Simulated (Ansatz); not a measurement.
## Two Ansatz runs on TiTe2

The cell was built from the fluorite type and relaxed in the same program, and has space group Fm-3m; it needn't be a known or the stable phase.

First run: DFT, PBE, PAW with Ansatz's default frozen-core files, scalar-relativistic (Ansatz 0.2.0).

Command: `ansatz run input.yaml --threads 1 --pin off --max-ram 3072MiB --backend cpu --events-out ev --progress --plain --runs-dir out` The run took 27 s on 1 thread of Arm Neoverse V1, on a shared host, peak memory 0.47 GiB.

```yaml
crystal:
  lattice:
    - [0.0, 3.4420608922, 3.4420608922]
    - [3.4420608922, 0.0, 3.4420608922]
    - [3.4420608922, 3.4420608922, 0.0]
  atoms:
    - { symbol: Ti, position: [0.0, 0.0, 0.0] }
    - { symbol: Te, position: [0.25, 0.25, 0.25] }
    - { symbol: Te, position: [0.75, 0.75, 0.75] }
kpoints:
  mp_grid: { grid: [10, 10, 10] }
  band_path:
    path:
      - [0.0, 0.0, 0.0]
      - [0.5, 0.0, 0.5]
      - [0.625, 0.25, 0.625]
      - [0.375, 0.375, 0.75]
      - [0.0, 0.0, 0.0]
      - [0.5, 0.5, 0.5]
      - [0.5, 0.25, 0.75]
      - [0.5, 0.0, 0.5]
    npoints: 14
scf:
  occupations: { method: fermi_dirac, width: 0.03 }
hamiltonian:
  xc: pbe
  pseudopotentials: { kind: paw }
output:
  forces: true
  stress: true
  eigenvalues: true
  efg: { contact_densities: true }
  populations: true
  bader: true
  dos: { projected: true, de: 0.2, e_range: [-14, 8] }
  write_density: true
  write_potential: true
  elf: true
  volumetric_format: npy
```

Result: converged; pressure 0.00 GPa; no gap on the k mesh; 6 SCF iterations.

No spin–orbit coupling, which matters for the heavy atoms here.

The input is then changed:

```diff
@@ -23,4 +23,5 @@
 scf:
   occupations: { method: fermi_dirac, width: 0.03 }
+  eigensolver: { kind: davidson }
 hamiltonian:
   xc: pbe
@@ -32,9 +33,5 @@
   efg: { contact_densities: true }
   populations: true
-  bader: true
-  dos: { projected: true, de: 0.2, e_range: [-14, 8] }
-  write_density: true
-  write_potential: true
-  elf: true
-  volumetric_format: npy
+basis:
+  precision: f64
```

(1) Predict the outcome of the changed run.

Results:

(1) It converged; energy at zero smearing 0.0 meV/atom from the first run; pressure 0.00 GPa; no gap on the k mesh; 6 SCF iterations.
